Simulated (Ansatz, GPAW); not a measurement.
# Ballistic transport through a Bi chain with an N atom on top of one atom, cheap and dear, part 2 of 3

Aim: T(E), conductance and thermopower of a Bi chain with an N atom on top of one atom, and what cheaper settings cost in accuracy.

GPAW 26.7.0 and Ansatz 0.2.0; Ansatz plane waves; Landauer transmission by layers, zero bias (the session's first sound run).

So far, transmission at the Fermi level (one spin): step 2 (plane waves, LDA) 1.36. Also open channels of the lead at the Fermi level (one spin): step 2 3.

## (3) Double-zeta polarised basis

The script solves lead and junction separately, takes H and S in the orbital basis, and joins semi-infinite leads through their self-energies; the dzp basis is the working standard.

This step: GPAW LCAO, PAW setups; Landauer transmission from Green's functions with principal layers (ASE), zero bias (GPAW 26.7.0).

Contents of run.py:

```python
import json
import numpy as np
from ase import Atoms
from ase.transport.calculators import TransportCalculator
from gpaw import GPAW, FermiDirac
from gpaw.lcao.tools import get_lcao_hamiltonian
from scipy.linalg import eigh

# The junction with lead layers at both ends, along the third cell vector
device = Atoms(
    ['Bi', 'Bi', 'Bi', 'Bi', 'Bi', 'N', 'Bi', 'Bi', 'Bi', 'Bi'],
    positions=[
        [4.50000, 4.50000, 1.45000],
        [4.50000, 4.50000, 4.35000],
        [4.50000, 4.50000, 7.25000],
        [4.50000, 4.50000, 10.15000],
        [4.50000, 4.50000, 13.05000],
        [6.41820, 4.50000, 13.05000],
        [4.50000, 4.50000, 15.95000],
        [4.50000, 4.50000, 18.85000],
        [4.50000, 4.50000, 21.75000],
        [4.50000, 4.50000, 24.65000]],
    cell=[[9.0, 0.0, 0.0], [0.0, 9.0, 0.0], [0.0, 0.0, 26.1]],
    pbc=True)

# One principal layer of the lead: the first 2 atoms of the device
lead = Atoms(
    ['Bi', 'Bi'],
    positions=[
        [4.50000, 4.50000, 1.45000],
        [4.50000, 4.50000, 4.35000]],
    cell=[[9.0, 0.0, 0.0], [0.0, 9.0, 0.0], [0.0, 0.0, 5.8]],
    pbc=True)

settings = dict(mode='lcao', basis='dzp', xc='PBE', h=0.18,
                occupations=FermiDirac(0.1), maxiter=250,
                mixer=dict(beta=0.1, nmaxold=8, weight=100.0),
                convergence=dict(density=0.0001))
energies = np.arange(-2, 2 + 1e-9, 0.05)
eta = 0.0001
n1, n2 = 1, 1
# k and -k transmit alike, so half of the mesh across the current serves
mesh = [(i, j) for i in range(n1) for j in range(n2) if (i, j) <= (-i % n1, -j % n2)]
weights = np.array([1 if (i, j) == (-i % n1, -j % n2) else 2 for i, j in mesh]) / (n1 * n2)

# [... helper functions left out ...]
fermi_lead = ground_state(lead, (1, 1, 19), 'lead.txt')
fermi_device = ground_state(device, (1, 1, 3), 'device.txt')
# [... loop over the mesh left out, but for ...]
        # Shift the lead onto the potential of the device's first layer
        shift = ((H[:, 0, 0] - H0[:, 0, 0]) / S0[0, 0]).real.mean()
# [...]
kT = 8.617333e-5 * 77
bias = [0.1, 0.2, 0.5, 1.0, 1.5, 2.0]
# [... integrals and printing left out ...]
```

Started as:

```sh
OMP_NUM_THREADS=1 OPENBLAS_NUM_THREADS=2 python run.py
```

The program printed:

```text
basis functions: device 220, principal layer 46
Fermi level: lead -2.8497 eV, device -2.8631 eV; lead shifted by -0.0086 eV
largest coupling past the next layer 5.83e-06 eV, largest misfit of the first layer 0.042 eV
  E-E_F (eV)   T (one spin)  [channel counts left out]
    -2.000    9.7642e-01
    -1.950    9.9799e-01
    -1.900    9.1550e-01
    -1.850    1.3583e-01
    -1.800    1.6742e-01
    -1.750    4.0303e-01
    -1.700    5.0488e-01
    -1.650    5.4911e-01
    -1.600    5.6499e-01
    -1.550    5.6261e-01
    -1.500    5.4347e-01
    -1.450    4.9306e-01
    -1.400    7.1668e-01
    -1.350    8.8893e-01
    -1.300    1.0313e+00
    -1.250    1.1445e+00
[...]
1.650    1.2707e+00
     1.700    1.1703e+00
     1.750    1.0068e+00
     1.800    9.0379e-01
     1.850    9.1509e-01
     1.900    9.2263e-01
     1.950    9.2848e-01
     2.000    9.3330e-01
conductance at 77 K: 1.3554 G0 a cell; thermopower 0.3006 uV/K
current from the zero-bias T(E) at 0.1 V: 10.504 uA
current from the zero-bias T(E) at 0.2 V: 21.021 uA
current from the zero-bias T(E) at 0.5 V: 52.762 uA
current from the zero-bias T(E) at 1.0 V: 106.62 uA
current from the zero-bias T(E) at 1.5 V: 161.49 uA
current from the zero-bias T(E) at 2.0 V: 216.64 uA
```

Run time: 55 s. Hardware: 2 threads of Intel Xeon 6975P-C (Granite Rapids), shared host; peak memory 1.3 GiB.

This step gave:

```
conductance                                    : 1.355 G₀
largest coupling past the next principal layer : 5.83e-6 eV
largest misfit of the first principal layer    : 0.04221 eV
shift that aligns the lead                     : -0.008584 eV
basis functions of the junction                : 220
basis functions of a principal layer           : 46
transmission at the Fermi level (one spin)     : 1.355
```

One spin. Transmission, zone mean against energy, zero at the Fermi level:

```
energy (eV)  transmission, zone mean
     -2.000                    0.976
     -1.800                    0.167
     -1.600                    0.565
     -1.400                    0.717
     -1.200                     1.23
     -1.000                     1.40
     -0.800                     1.45
     -0.600                     1.47
     -0.400                     1.45
     -0.200                     1.41
      0.000                     1.36
      0.200                     1.33
      0.400                     1.33
      0.600                     1.36
      0.800                     1.40
      1.000                     1.43
      1.200                     1.46
      1.250                     1.46
      1.400                     1.45
      1.600                     1.34
      1.800                    0.904
      2.000                    0.933
```

Not self-consistent under bias; the bias window is split evenly. Table of current through one cell, from the zero-bias transmission by bias:

```
bias (V)  current through one cell, from the zero-bias transmission (μA)
   0.100                                                            10.5
   0.200                                                            21.0
   0.500                                                            52.8
   1.000                                                             107
   1.500                                                             161
   2.000                                                             217
```

Transmission of the three most open eigenchannels against energy, zero at the Fermi level:

```
energy (eV)  channel 1  channel 2  channel 3
      -2.00      0.976    3.0e-11          0
      -1.90      0.916    2.4e-11          0
      -1.80      0.167    5.8e-11          0
      -1.70      0.505    3.9e-11          0
      -1.55      0.563    4.3e-11    3.5e-11
      -1.45      0.493     2.1e-7     3.1e-8
      -1.35      0.605      0.235     0.0493
      -1.25      0.626      0.417      0.101
      -1.15      0.631      0.531      0.133
      -1.05      0.625      0.605      0.145
      -0.90      0.686      0.605      0.141
      -0.80      0.731      0.588      0.133
      -0.70      0.771      0.571      0.123
      -0.60      0.805      0.554      0.110
      -0.50      0.833      0.538     0.0944
      -0.40      0.855      0.522     0.0757
      -0.25      0.879      0.499     0.0433
      -0.15      0.890      0.482     0.0224
      -0.05      0.898      0.463    0.00665
       0.00      0.901      0.453    0.00200
       0.05      0.903      0.442     4.5e-5
       0.15      0.908      0.419    0.00504
       0.25      0.911      0.394     0.0218
       0.40      0.915      0.354     0.0649
       0.50      0.918      0.327      0.102
       0.60      0.920      0.299      0.143
       0.70      0.922      0.273      0.185
       0.80      0.924      0.246      0.228
       0.90      0.926      0.271      0.221
       1.05      0.928      0.330      0.185
       1.15      0.929      0.365      0.161
       1.25      0.929      0.392      0.139
       1.35      0.929      0.410      0.116
       1.45      0.929      0.412     0.0933
       1.55      0.926      0.387     0.0690
       1.70      0.916      0.228     0.0265
       1.80      0.904     8.7e-8     2.5e-9
       1.90      0.923     2.5e-8    2.3e-11
       2.00      0.933    8.7e-10    2.2e-11
```

At the Fermi level T is 1.36 against 1.36 in plane waves, which used another functional. Couplings past the next layer reach 5.8e-6 eV, small enough to drop; the matrix elements of the cell's first layer differ from the bulk lead's by up to 0.042 eV. That layer keeps its own values in the calculation, and only beyond it is the lead taken as perfect. The Fermi levels of lead and junction count from different zeros of potential, one for each periodic cell; with both set to zero, the small remaining shift is what aligns them. Without spin-orbit coupling, which is large for these atoms, channel counts and T are those of the scalar-relativistic bands. By hand: G = 1.355 × 77.48 μS = 105 μS, a resistance of 9.52 kΩ; at 0.1 V a linear junction would pass 10.5 μA, and the integral over the bias window gives 10.5 μA.

## (4) Single-zeta polarised basis

One radial function a shell plus polarisation makes the matrices smaller; the question is what that costs.

run.py: that of step 3 with these lines changed.

```diff
@@ -34,3 +34,3 @@
 
-settings = dict(mode='lcao', basis='dzp', xc='PBE', h=0.18,
+settings = dict(mode='lcao', basis='szp(dzp)', xc='PBE', h=0.18,
                 occupations=FermiDirac(0.1), maxiter=250,
```

The program printed:

```text
basis functions: device 135, principal layer 28
Fermi level: lead -2.9433 eV, device -2.9316 eV; lead shifted by 0.0010 eV
largest coupling past the next layer 5.75e-06 eV, largest misfit of the first layer 0.043 eV
  E-E_F (eV)   T (one spin)  [channel counts left out]
    -2.000    9.1664e-01
    -1.950    9.3764e-01
    -1.900    9.6779e-01
    -1.850    9.9787e-01
    -1.800    8.6118e-01
    -1.750    5.5367e-02
    -1.700    1.4977e-01
    -1.650    3.3267e-01
    -1.600    4.1454e-01
    -1.550    4.4550e-01
    -1.500    4.4525e-01
    -1.450    4.1012e-01
    -1.400    7.0369e-01
    -1.350    9.1608e-01
    -1.300    1.0662e+00
    -1.250    1.1773e+00
[...]
1.650    1.2479e+00
     1.700    1.1587e+00
     1.750    1.0180e+00
     1.800    8.7217e-01
     1.850    8.8926e-01
     1.900    8.9991e-01
     1.950    9.0806e-01
     2.000    9.1473e-01
conductance at 77 K: 1.386 G0 a cell; thermopower 0.3103 uV/K
current from the zero-bias T(E) at 0.1 V: 10.741 uA
current from the zero-bias T(E) at 0.2 V: 21.491 uA
current from the zero-bias T(E) at 0.5 V: 53.879 uA
current from the zero-bias T(E) at 1.0 V: 108.51 uA
current from the zero-bias T(E) at 1.5 V: 163.78 uA
current from the zero-bias T(E) at 2.0 V: 219.13 uA
```

Run time: 42 s. Hardware: 2 threads; peak memory 1.2 GiB.

This step gave:

```yaml
conductance: 1.386 G₀
largest_coupling_past_the_next_principal_layer: 5.75e-6 eV
largest_misfit_of_the_first_principal_layer: 0.04252 eV
shift_that_aligns_the_lead: 0.001002 eV
basis_functions_of_the_junction: 135
basis_functions_of_a_principal_layer: 28
transmission_at_the_fermi_level_one_spin: 1.386
```

One spin. Transmission, zone mean against energy, zero at the Fermi level:

energy (eV), transmission, zone mean and a bar from the least value:
```
    -2.00       0.92 #################
    -1.90       0.97 ##################
    -1.85       1.00 ###################
    -1.80       0.86 ################
    -1.70       0.15 
    -1.55       0.45 #######
    -1.45       0.41 ######
    -1.35       0.92 #################
    -1.25       1.18 #######################
    -1.15       1.32 ##########################
    -1.05       1.40 ############################
    -0.90       1.46 #############################
    -0.80       1.48 ##############################
    -0.70       1.49 ##############################
    -0.60       1.49 ##############################
    -0.50       1.49 ##############################
    -0.40       1.48 ##############################
    -0.25       1.45 #############################
    -0.15       1.42 #############################
    -0.05       1.40 ############################
     0.00       1.39 ############################
     0.05       1.38 ###########################
     0.15       1.36 ###########################
     0.25       1.35 ###########################
     0.40       1.35 ###########################
     0.50       1.35 ###########################
     0.60       1.36 ###########################
     0.70       1.37 ###########################
     0.80       1.39 ############################
     0.90       1.40 ############################
     1.05       1.42 #############################
     1.15       1.43 #############################
     1.25       1.44 #############################
     1.35       1.43 #############################
     1.45       1.40 ############################
     1.55       1.35 ###########################
     1.70       1.16 #######################
     1.80       0.87 ################
     1.90       0.90 #################
     2.00       0.91 #################
```

Not self-consistent under bias; the bias window is split evenly. Table of current through one cell, from the zero-bias transmission by bias:

```
bias (V)  current through one cell, from the zero-bias transmission (μA)
   0.100                                                            10.7
   0.200                                                            21.5
   0.500                                                            53.9
   1.000                                                             109
   1.500                                                             164
   2.000                                                             219
```

The transmission of the three most open eigenchannels by energy, zero at the Fermi level:

```
energy (eV)  channel 1  channel 2  channel 3
     -2.000      0.917          0          0
     -1.800      0.861          0          0
     -1.600      0.415    1.4e-11          0
     -1.400      0.528      0.157     0.0192
     -1.200      0.609      0.544      0.107
     -1.000      0.678      0.612      0.134
     -0.800      0.754      0.594      0.126
     -0.600      0.814      0.570      0.106
     -0.400      0.857      0.545     0.0753
     -0.200      0.882      0.519     0.0353
      0.000      0.895      0.488    0.00352
      0.200      0.899      0.446    0.00843
      0.400      0.901      0.392     0.0556
      0.600      0.902      0.332      0.128
      0.800      0.905      0.272      0.211
      1.000      0.908      0.294      0.214
      1.200      0.910      0.364      0.160
      1.400      0.910      0.400      0.109
      1.600      0.903      0.350     0.0562
      1.800      0.872     2.0e-7     6.9e-9
      2.000      0.915    9.4e-10    2.0e-12
```

The conductance, 1.39 G₀, lies 2.3 % above that of the dzp run.

## (5) GPAW, sz: basis = "sz(dzp)"

One function for each valence shell of the setup, as for a first survey of a large system.

run.py: that of step 4 with these lines changed.

```diff
@@ -34,3 +34,3 @@
 
-settings = dict(mode='lcao', basis='szp(dzp)', xc='PBE', h=0.18,
+settings = dict(mode='lcao', basis='sz(dzp)', xc='PBE', h=0.18,
                 occupations=FermiDirac(0.1), maxiter=250,
```

The program printed:

```text
basis functions: device 85, principal layer 18
Fermi level: lead -2.7774 eV, device -2.7836 eV; lead shifted by -0.0051 eV
largest coupling past the next layer 5.39e-06 eV, largest misfit of the first layer 0.044 eV
  E-E_F (eV)   T (one spin)  [channel counts left out]
    -2.000    8.5604e-01
    -1.950    8.6396e-01
    -1.900    8.7655e-01
[...]
1.950    9.1711e-01
     2.000    9.2330e-01
conductance at 77 K: 1.3414 G0 a cell; thermopower 0.1917 uV/K
current from the zero-bias T(E) at 0.1 V: 10.396 uA
current from the zero-bias T(E) at 0.2 V: 20.804 uA
current from the zero-bias T(E) at 0.5 V: 52.224 uA
current from the zero-bias T(E) at 1.0 V: 105.59 uA
current from the zero-bias T(E) at 1.5 V: 160.12 uA
current from the zero-bias T(E) at 2.0 V: 215.39 uA
```

Wall time 36 s (2 threads); peak memory 1.2 GiB.

Numbers from this step:

```
conductance                                    : 1.341 G₀
largest coupling past the next principal layer : 5.39e-6 eV
largest misfit of the first principal layer    : 0.04360 eV
shift that aligns the lead                     : -0.005116 eV
basis functions of the junction                : 85
basis functions of a principal layer           : 18
transmission at the Fermi level (one spin)     : 1.341
```

One spin. Table of transmission, zone mean by energy, zero at the Fermi level:

```
energy (eV)  transmission, zone mean
     -2.000                    0.856
     -1.800                    0.932
     -1.750                    0.983
     -1.600                    0.154
     -1.400                     1.06
     -1.200                     1.37
     -1.000                     1.43
     -0.800                     1.44
     -0.600                     1.44
     -0.400                     1.42
     -0.200                     1.38
      0.000                     1.34
      0.200                     1.33
      0.400                     1.35
      0.600                     1.37
      0.800                     1.41
      1.000                     1.44
      1.200                     1.46
      1.250                     1.46
      1.400                     1.44
      1.600                     1.32
      1.800                    0.889
      2.000                    0.923
```

The conductance, 1.34 G₀, lies 1.0 % below that of the dzp run.

## (6) LDA in the dzp basis: xc = "LDA"

Back in the dzp basis, the functional changes from PBE to LDA, to set the spread between functionals beside that between bases.

run.py: that of step 5 with these lines changed.

```diff
@@ -34,3 +34,3 @@
 
-settings = dict(mode='lcao', basis='sz(dzp)', xc='PBE', h=0.18,
+settings = dict(mode='lcao', basis='dzp', xc='LDA', h=0.18,
                 occupations=FermiDirac(0.1), maxiter=250,
```

The program printed:

```text
basis functions: device 220, principal layer 46
Fermi level: lead -3.1145 eV, device -3.1332 eV; lead shifted by -0.0029 eV
largest coupling past the next layer 5.86e-06 eV, largest misfit of the first layer 0.036 eV
  E-E_F (eV)   T (one spin)  [channel counts left out]
    -2.000    9.5493e-01
    -1.950    9.8085e-01
    -1.900    9.9728e-01
[...]
1.950    9.2705e-01
     2.000    9.3188e-01
conductance at 77 K: 1.376 G0 a cell; thermopower 0.2981 uV/K
current from the zero-bias T(E) at 0.1 V: 10.664 uA
current from the zero-bias T(E) at 0.2 V: 21.34 uA
current from the zero-bias T(E) at 0.5 V: 53.538 uA
current from the zero-bias T(E) at 1.0 V: 108.02 uA
current from the zero-bias T(E) at 1.5 V: 163.29 uA
current from the zero-bias T(E) at 2.0 V: 218.58 uA
```

The job ended after 42 s (2 threads; peak memory 1.3 GiB).

Numbers from this step:

| Property | Result |
| --- | --- |
| conductance | 1.376 G₀ |
| largest coupling past the next principal layer | 5.86e-6 eV |
| largest misfit of the first principal layer | 0.03622 eV |
| shift that aligns the lead | -0.002937 eV |
| basis functions of the junction | 220 |
| basis functions of a principal layer | 46 |
| transmission at the Fermi level (one spin) | 1.376 |

The conductance, 1.38 G₀, lies 1.5 % above that of the dzp run.

## (7) Cost and result by level

Times are for 2 threads of Intel Xeon 6975P-C (Granite Rapids), shared host. The runs compared:

```
no.      run  conductance (G₀)  time  memory (GiB)
  1      dzp             1.355  55 s           1.3
  2      szp             1.386  42 s           1.2
  3       sz             1.341  36 s           1.2
  4  dzp LDA             1.376  42 s           1.3
```

## (8) The levels side by side

The curves are compared point by point over the common energies.

This step: comparison of transmission and cost over codes and levels (GPAW 26.7.0).

Ladder, by row:

```
   step    code  T at the Fermi level (sum over the listed spins)  conductance (G0)  r.m.s. T(E) from the first  wall time (s)  peak memory (GiB)  threads
 pw-lda  Ansatz                                             1.357                 -                           0            186              1.893        2
    dzp    GPAW                                             1.355             1.355                     0.09411          54.88                1.3        2
    szp    GPAW                                             1.386             1.386                      0.1219          42.36               1.24        2
     sz    GPAW                                             1.341             1.341                      0.1792          36.15               1.18        2
dzp-LDA    GPAW                                             1.376             1.376                      0.0399          41.65               1.29        2
```

The transmission, zone mean, sum over the listed spins by energy, zero at the Fermi level:

```
energy (eV)  pw-lda    dzp     szp     sz  dzp-LDA
    -2.0000   0.952  0.976   0.917  0.856    0.955
    -1.9000   1.000  0.916   0.968  0.877    0.997
    -1.8500   0.872  0.136   0.998  0.897    0.749
    -1.7500   0.256  0.403  0.0554  0.983    0.276
    -1.5000   0.559  0.543   0.445  0.625    0.533
    -1.2500    1.11   1.14    1.18   1.32     1.11
    -1.0000    1.36   1.40    1.42   1.43     1.39
    -0.7500    1.43   1.46    1.48   1.44     1.46
    -0.6000    1.44   1.47    1.49   1.44     1.48
    -0.5000    1.44   1.46    1.49   1.43     1.48
    -0.2500    1.40   1.42    1.45   1.39     1.44
     0.0000    1.36   1.36    1.39   1.34     1.38
     0.2500    1.35   1.33    1.35   1.33     1.35
     0.5000    1.39   1.35    1.35   1.36     1.36
     0.7500    1.44   1.39    1.38   1.40     1.40
     1.0000    1.49   1.43    1.42   1.44     1.44
     1.2500    1.51   1.46    1.44   1.46     1.46
     1.5000    1.45   1.41    1.38   1.40     1.40
     1.7500   0.906   1.01    1.02  0.926    0.977
     2.0000   0.941  0.933   0.915  0.923    0.932
```

(Part 2 of 3 ends here.)

[Logs are printed without paths, hosts, clocks, repeated set-up lines and the standing remarks that a program may print on its own settings, such as how far it seeks lower states.]

[Hosts, paths, dates, database ids (printed as entryN), source tags and the programs' standing remarks are cut or masked in the printed files.]
